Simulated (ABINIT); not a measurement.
## BaTe in ABINIT: the effect of functional

BaTe:

```
Ba Te
1.0
     0.00000    3.41000    3.41000
     3.41000    0.00000    3.41000
     3.41000    3.41000    0.00000
Ba Te
1 1
Cartesian
  0.0000 0.0000 0.0000
  3.4100 3.4100 3.4100
```

Alike in all runs:

- Program: ABINIT 10.8.3 (patched build)
- Task: single point
- Potentials or basis: SG15 NC PBE v1.2
- Cutoff: 707 eV
- k mesh: 4 × 4 × 4
- Occupations: fixed
- Spin: no spin polarisation

Problem. One run gave: gap on the mesh 1.34 eV; pressure 2.0 GPa. Which functional did it use?
A. PBE
B. HSE06
C. PBEsol

Solution. C.

```tsv
functional	gap on the mesh (eV)	pressure (GPa)
PBEsol	1.34	2.0
PBE	1.42	3.8
HSE06	2.25	3.1
```

Caveats: spin-orbit coupling is left out, which moves the levels of the heavy elements; the potentials were made for another functional, which shifts forces and pressure (some runs); Libxc's HSE differs a little from that of other programs (some runs).

A k mesh can miss the band edges.
